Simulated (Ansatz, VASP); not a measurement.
## Two plane-wave programs on La

```
La
1.0
     0.00000    2.62327    2.62327
     2.62327    0.00000    2.62327
     2.62327    2.62327    0.00000
La
1
Direct
  0.00000 0.00000 0.00000
```

This isn't the form of La at room conditions, which is double hcp.

Alike in both runs: task single point; functional PBE; k mesh 8 × 8 × 8; no spin polarisation.

```csv
,VASP,Ansatz
version,VASP 6.6.1,Ansatz 0.2.0
potentials or method,"VASP PAW PBE potentials, release 64 (La)","plane waves, PAW"
plane-wave cutoff (eV),520,500
occupations,"fermi-dirac, width 0.1 eV",fermi-dirac
valence electrons in the cell,11,11
```

VASP gave:

| Quantity | Value |
| --- | --- |
| pressure (GPa) | 0.5 |

Q: Which values does Ansatz return?

A: Pressure (GPa): 0.4.

Ansatz warned: «stress_scf_threshold_loose».

The runs have no spin-orbit coupling, so splittings on La are missing.
